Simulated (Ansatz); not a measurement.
TiB: enthalpy against pressure

TiB, F-43m, a = 4.953 Å. The structure is a COD entry; whether it is the stable form wasn't checked. Ansatz: r2SCAN, PAW, 500 eV, Γ-centred 14×14×14 mesh on 2 atoms, Gaussian smearing 0.10 eV; no spin polarisation. Cell and atoms are relaxed at each pressure, and no other structure is tried, so the rows at high pressure may lie past a change of phase. y is the enthalpy over the state at zero pressure; there V0 = 15.193 Å³/atom. The pressures are the targets, met within 0.08 GPa.

```
P (GPa) y (eV/atom)
   -2.0      -0.1915
    0.0       0.0000
    2.0       0.1878
    5.0       0.4635
   10.0       0.9084
   20.0            ?
   40.0       3.3086
```

Problem. Fit y = c1 P + c2 P² + c3 P³ to the other rows, say what c1 and c2 mean, and predict the missing value.

Solution. Least squares on the rows shown. y = 0.094787 P − 0.00042646 P² + 3.1168×10⁻⁶ P³. Since dH/dP = V, c1 is V0: 0.094787 eV/GPa × 160.2 = 15.185 Å³ against 15.193; c2 = −V0/(2B0) gives B0 = 111 GPa, where a Birch–Murnaghan fit to the volumes of the same runs (not shown) gives 105 GPa: a cubic over this range folds the higher terms into c2. At P = 20.0 the fit asked for gives 1.7501 eV/atom. The run gave 1.7540 eV/atom, so the fit is 0.0039 eV/atom too low, 0.11 % of the span of the series, against an rms of 0.0001 eV/atom on the fitted rows. With a term in P⁴ added, a fit to the same known rows predicts 1.7548 eV/atom, so most of the miss is curvature that the known rows already hold. Also, this row ran on the mesh 16×16×16, its neighbour on 14×14×14, which can shift it a little.

The mesh isn't the same in all rows (14×14×14, 16×16×16).